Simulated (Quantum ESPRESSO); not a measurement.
# HfO2 (Fm-3m) in Quantum ESPRESSO: notebook, part 3 of 4

Quantum ESPRESSO 7.5. Earlier steps stand in the parts before.

### 5 Dielectric tensor, PBEsol

Input file pw.in:

```
&CONTROL
  calculation = 'scf'
  prefix = 'pwscf'
  outdir = './tmp'
  pseudo_dir = './pseudo'
  tprnfor = .true.
  tstress = .true.
  disk_io = 'low'
/
&SYSTEM
  ibrav = 0
  nat = 3
  ntyp = 2
  ecutwfc = 84
  nbnd = 19
  occupations = 'smearing'
  smearing = 'fd'
  degauss = 0.00367493
/
&ELECTRONS
  conv_thr = 6d-10
  electron_maxstep = 120
  mixing_beta = 0.5
/
ATOMIC_SPECIES
Hf   178.4900 Hf.upf
O     15.9990 O.upf
CELL_PARAMETERS angstrom
   0.0000000000    2.5575000000    2.5575000000
   2.5575000000    0.0000000000    2.5575000000
   2.5575000000    2.5575000000    0.0000000000
ATOMIC_POSITIONS crystal
Hf     0.0000000000    0.0000000000    0.0000000000
O      0.7500000000    0.7500000000    0.7500000000
O      0.2500000000    0.2500000000    0.2500000000
K_POINTS automatic
6 6 6 1 1 1
```

Input file scf2.in:

```
&CONTROL
  calculation = 'scf'
  prefix = 'pwscf'
  outdir = './tmp'
  pseudo_dir = './pseudo'
  tprnfor = .true.
  tstress = .true.
  disk_io = 'low'
/
&SYSTEM
  ibrav = 0
  nat = 3
  ntyp = 2
  ecutwfc = 84
  nbnd = 19
  occupations = 'fixed'
/
&ELECTRONS
  conv_thr = 1d-13
  electron_maxstep = 120
  mixing_beta = 0.5
  startingpot = 'file'
  startingwfc = 'file'
/
ATOMIC_SPECIES
Hf   178.4900 Hf.upf
O     15.9990 O.upf
CELL_PARAMETERS angstrom
   0.0000000000    2.5575000000    2.5575000000
   2.5575000000    0.0000000000    2.5575000000
   2.5575000000    2.5575000000    0.0000000000
ATOMIC_POSITIONS crystal
Hf     0.0000000000    0.0000000000    0.0000000000
O      0.7500000000    0.7500000000    0.7500000000
O      0.2500000000    0.2500000000    0.2500000000
K_POINTS automatic
6 6 6 1 1 1
```

Input file ph.in:

```
dielectric of HfO2
&INPUTPH
  prefix = 'pwscf'
  outdir = './tmp'
  tr2_ph = 1d-18
  fildyn = 'dyn'
  niter_ph = 90
  alpha_mix(1) = 0.7
  epsil = .true.
  trans = .false.
  zeu = .true.
/
0.0000000000 0.0000000000 0.0000000000
```

Potentials or basis: PseudoDojo 0.4.1 SR PBEsol standard.

Run with:

```console
OMP_NUM_THREADS=1 pw.x -in pw.in > pw.out
OMP_NUM_THREADS=1 pw.x -in scf2.in > scf2.out
OMP_NUM_THREADS=1 ph.x -in ph.in > ph.out
```

pw.out:

```text
This program is part of the open-source Quantum ESPRESSO suite
     for quantum simulation of materials; please cite
[... 9 lines left out ...]
     --------------------
     sticks:   dense  smooth     PW     G-vecs:    dense   smooth      PW
     Sum        1069    1069    313                23505    23505    3839

     Using Slab Decomposition

     bravais-lattice index     =            0
     lattice parameter (alat)  =       6.8349  a.u.
     unit-cell volume          =     225.7738 (a.u.)^3
     number of atoms/cell      =            3
     number of atomic types    =            2
     number of electrons       =        24.00
     number of Kohn-Sham states=           19
     kinetic-energy cutoff     =      84.0000  Ry
     charge density cutoff     =     336.0000  Ry
     scf convergence threshold =      6.0E-10
     mixing beta               =       0.5000
     number of iterations used =            8  plain     mixing
     Exchange-correlation= PBESOL
                           (   1   4  10   8   0   0   0)

     celldm(1)=   6.834858  celldm(2)=   0.000000  celldm(3)=   0.000000
     celldm(4)=   0.000000  celldm(5)=   0.000000  celldm(6)=   0.000000

[... 8 lines left out ...]
               b(3) = (  0.707107  0.707107 -0.707107 )

     PseudoPot. # 1 for Hf read from file:
     Hf.upf
     Pseudo is Norm-conserving + core correction, Zval = 12.0
     Generated using ONCVPSP code by D. R. Hamann
     Using radial grid of 1656 points,  8 beta functions with:
                l(1) =   0
                l(2) =   0
                l(3) =   1
                l(4) =   1
                l(5) =   2
                l(6) =   2
                l(7) =   3
                l(8) =   3

     PseudoPot. # 2 for O  read from file:
     O.upf
     Pseudo is Norm-conserving + core correction, Zval =  6.0
     Generated using ONCVPSP code by D. R. Hamann
     Using radial grid of  936 points,  5 beta functions with:
                l(1) =   0
                l(2) =   0
                l(3) =   1
                l(4) =   1
                l(5) =   2

     atomic species   valence    mass     pseudopotential
     Hf               12.00   178.49000     Hf( 1.00)
     O                 6.00    15.99900     O ( 1.00)

     48 Sym. Ops., with inversion, found

   Cartesian axes

     site n.     atom                  positions (alat units)
         1        Hf     tau(   1) = (   0.0000000   0.0000000   0.0000000  )
         2        O      tau(   2) = (   1.0606602   1.0606602   1.0606602  )
         3        O      tau(   3) = (   0.3535534   0.3535534   0.3535534  )

     number of k points=    28  Fermi-Dirac smearing, width (Ry)=  0.0037
                       cart. coord. in units 2pi/alat
        k(    1) = (   0.0589256   0.0589256   0.0589256), wk =   0.0185185
        k(    2) = (   0.1767767   0.1767767  -0.0589256), wk =   0.0555556
        k(    3) = (   0.2946278   0.2946278  -0.1767767), wk =   0.0555556
        k(    4) = (  -0.2946278  -0.2946278   0.4124790), wk =   0.0555556
        k(    5) = (  -0.1767767  -0.1767767   0.2946278), wk =   0.0555556
        k(    6) = (  -0.0589256  -0.0589256   0.1767767), wk =   0.0555556
[... 20 lines left out ...]
        k(   27) = (   0.2946278   0.2946278   0.2946278), wk =   0.0185185
        k(   28) = (  -0.2946278  -0.2946278   0.8838835), wk =   0.0555556

     Dense  grid:    23505 G-vectors     FFT dimensions: (  40,  40,  40)

     Initial potential from superposition of free atoms

     starting charge      23.9983, renormalised to      24.0000
     Starting wfcs are   18 randomized atomic wfcs +    1 random wfcs

     Self-consistent Calculation

     iteration #  1     ecut=    84.00 Ry     beta= 0.50
     Davidson diagonalization with overlap
     ethr =  1.00E-02,  avg # of iterations =  4.8

     total energy              =    -178.80838432 Ry
     estimated scf accuracy    <       0.99525735 Ry

     iteration #  2     ecut=    84.00 Ry     beta= 0.50
     Davidson diagonalization with overlap
     ethr =  4.15E-03,  avg # of iterations =  2.0
[... 57 lines left out ...]
     total energy              =    -179.15472195 Ry
     estimated scf accuracy    <          6.9E-09 Ry

     iteration # 11     ecut=    84.00 Ry     beta= 0.50
     Davidson diagonalization with overlap
     ethr =  2.87E-11,  avg # of iterations =  2.0

     End of self-consistent calculation

          k = 0.0589 0.0589 0.0589 (  2912 PWs)   bands (ev):

   -49.4170 -17.9180 -17.8933 -17.8933  -6.5859  -3.7657   6.6192   6.6192
     6.7376  10.9579  11.0461  11.0461  15.6967  15.6967  17.5502  21.5548
    21.7685  21.7685  25.2908

          k = 0.1768 0.1768-0.0589 (  2910 PWs)   bands (ev):

   -49.4133 -18.0331 -17.9233 -17.9027  -6.1620  -4.0958   6.8375   6.9980
     7.6331   9.8752  10.2524  11.0885  15.9839  16.2817  18.5012  20.6755
    21.0573  21.4792  24.5493
[... 79 lines left out ...]
          k =-0.6482 0.0589 0.0589 (  2938 PWs)   bands (ev):

   -49.4021 -18.2861 -18.0134 -17.9981  -4.9347  -4.6607   5.5554   8.2093
     8.2965  10.2461  10.3418  11.6233  15.5601  17.0944  18.3184  19.5900
    19.7541  23.8344  25.7085

          k =-0.5303 0.1768-0.0589 (  2937 PWs)   bands (ev):

   -49.4038 -18.2254 -18.0293 -17.9793  -4.9756  -4.7616   6.3706   7.6025
     8.1309  10.1455  10.6229  10.7568  16.0447  16.7689  18.9046  19.3466
    20.0125  22.5544  25.1227

          k =-0.4125 0.0589 0.0589 (  2920 PWs)   bands (ev):

   -49.4076 -18.1618 -17.9665 -17.9599  -5.4384  -4.5553   7.1112   7.4277
     7.4944   9.4631  10.8873  10.9132  16.0891  16.4672  19.5106  20.1047
    20.1508  20.8770  24.9716
[... 55 lines left out ...]
          k =-0.2946-0.2946 0.8839 (  2934 PWs)   bands (ev):

   -49.4046 -18.2434 -18.0119 -17.9468  -5.2569  -4.5466   7.0710   7.9274
     8.0093   9.6060   9.9301  10.5437  16.1558  16.6193  18.5396  19.8866
    20.6076  21.9178  24.1161

     the Fermi energy is    14.3139 ev

!    total energy              =    -179.15472195 Ry
     estimated scf accuracy    <          7.3E-11 Ry
     smearing contrib. (-TS)   =      -0.00000000 Ry
     internal energy E=F+TS    =    -179.15472195 Ry

     The total energy is F=E-TS. E is the sum of the following terms:
     one-electron contribution =     -27.69328592 Ry
     hartree contribution      =      27.90468955 Ry
     xc contribution           =     -44.89939935 Ry
     ewald contribution        =    -134.46672623 Ry

     convergence has been achieved in  11 iterations

     Forces acting on atoms (cartesian axes, Ry/au):

     atom    1 type  1   force =     0.00000000   -0.00000000   -0.00000000
     atom    2 type  2   force =    -0.00000000    0.00000000    0.00000000
     atom    3 type  2   force =     0.00000000    0.00000000    0.00000000

     Total force =     0.000000     Total SCF correction =     0.000000

     Computing stress (Cartesian axis) and pressure

          total   stress  (Ry/bohr**3)                   (kbar)     P=     -132.17
  -0.00089846  -0.00000000  -0.00000000         -132.17       -0.00       -0.00
  -0.00000000  -0.00089846  -0.00000000           -0.00     -132.17       -0.00
  -0.00000000  -0.00000000  -0.00089846           -0.00       -0.00     -132.17

=------------------------------------------------------------------------------=
   JOB DONE.
=------------------------------------------------------------------------------=
```

ph.out:

```text
This program is part of the open-source Quantum ESPRESSO suite
     for quantum simulation of materials; please cite
         "P. Giannozzi et al., J. Phys.:Condens. Matter 21 395502 (2009);
         "P. Giannozzi et al., J. Phys.:Condens. Matter 29 465901 (2017);
         "P. Giannozzi et al., J. Chem. Phys. 152 154105 (2020);
     in publications or presentations arising from this work. More details at

     IMPORTANT: XC functional enforced from input :
[... 199 lines left out ...]
      E*z (        0.00000       -0.00000       -2.74969 )

     INITIALIZATION:

     DIELECTRIC CONSTANT AND EFFECTIVE CHARGES:

      Additional routines

=------------------------------------------------------------------------------=
   JOB DONE.
=------------------------------------------------------------------------------=
```

Run time: 4.8 min. Hardware: 1 thread of AMD EPYC 7R43 (Zen 3), shared host; peak memory 0.08 GiB.

What came out:

```yaml
Free_energy: -2437.5242 eV
Pressure: -13.2 GPa
Electronic_dielectric_tensor_diagonal: 5.27
Born_charges_mean_of_the_diagonal: Hf +5.50; O -2.75 e
```

Levels at points of the mesh, in eV from the valence-band top:
| k point | band 10 | band 11 | band 12 | band 13 | band 14 | band 15 |
| --- | --- | --- | --- | --- | --- | --- |
| (0.08, 0.08, 0.08) | -0.67 | -0.58 | -0.58 | 4.07 | 4.07 | 5.93 |

Electronic dielectric tensor:
```
5.27 0.00 0.00
0.00 5.27 0.00
0.00 0.00 5.27
```

Born effective charge tensors (e):
atom 1, Hf
```
5.50 0.00 0.00
0.00 5.50 0.00
0.00 0.00 5.50
```
atom 2, O
```
-2.75  0.00  0.00
 0.00 -2.75  0.00
 0.00  0.00 -2.75
```
atom 3, O
```
-2.75  0.00  0.00
 0.00 -2.75  0.00
 0.00  0.00 -2.75
```

Caveat: the cell is more than 3 GPa from zero pressure, which shifts response properties. Spin-orbit coupling is left out, which matters for the levels of Hf.

[end of part 3 of 4]
